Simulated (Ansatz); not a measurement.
## Al under changes of volume

One of the cells (16.603 Å³/atom); the others are scaled copies at fixed shape and fractional positions:

```
Al
1.0
     0.00000    2.02481    2.02481
     2.02481    0.00000    2.02481
     2.02481    2.02481    0.00000
Al
1
Direct
  0.00000 0.00000 0.00000
```

| Quantity | Value |
| --- | --- |
| Program | Ansatz 0.2.0 |
| Functional | BPBE |
| Potentials or basis | Ansatz PAW |
| Cutoff | 420 eV (not typed: the program's choice for these potentials) |
| k mesh | 11 × 11 × 11 |
| Occupations | fermi-dirac, width 0.05 eV |
| Spin | no spin polarisation |

```csv
volume (Å³/atom),energy over the lowest point (meV/atom),pressure (GPa)
15.607,17.52,5.7
15.939,?,?
16.271,2.12,1.9
16.603,0.00,0.2
16.935,1.12,-1.3
17.267,5.10,-2.6
17.599,11.68,-3.7
```

Question: What does the run at 15.939 Å³/atom give?

Answer: Energy over the lowest point 7.83 meV/atom; pressure 3.7 GPa.

Worked out: A Birch-Murnaghan fit of order 3 (a polynomial in V^(-2/3)) to the other rows has its minimum at 16.65 Å³/atom with B0 = V·E''(V) = 77 GPa and B' = 4.5. It gives 7.82 meV/atom at 15.939 Å³/atom, against the run's 7.83, and -dE/dV = 3.7 GPa, against 3.7.

Energies are extrapolated to zero smearing.

Caveats: the PAW data sets come from PBE, with cores solved anew for the run's functional, which leaves a small shift of forces and pressure.
